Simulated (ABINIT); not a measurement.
Crystal: PbF2 (Fluorocronite).

```xyz
3
Lattice="0.0000 2.9637 2.9637 2.9637 0.0000 2.9637 2.9637 2.9637 0.0000" Properties=species:S:1:pos:R:3 pbc="T T T"
Pb    0.0000    0.0000    0.0000
F     4.4455    4.4455    4.4455
F     1.4818    1.4818    1.4818
```

Base run:

```yaml
Program: ABINIT 10.8.3 (patched build)
Functional: revPBE
Potentials_or_basis: JTH PAW PBE v2.0
Cutoff: 626 eV
k_mesh: 8 × 8 × 8
Occupations: fermi-dirac, width 0.05 eV
Spin: no spin polarisation
```

Its results: band gap on the k mesh 4.52 eV, indirect (least direct gap 4.65 eV); pressure 4.9 GPa.

Question: The run is repeated on the same cell with these changes: functional from revPBE to PBE; k mesh from 8 × 8 × 8 to 3 × 3 × 3. What comes out?

Answer: Band gap on the k mesh 4.68 eV, indirect (least direct gap 5.20 eV); pressure 2.5 GPa.

Several settings changed at once, so the effect can't be laid on one alone.

Caveats: some runs use coarse meshes; spin-orbit coupling is left out, which as a rule narrows the gap of such compounds by several tenths of an eV; the PAW data sets were made with another functional, which shifts forces and pressure a little (some runs); an odd mesh through Γ misses points on the zone boundary, where band edges often lie (some runs).
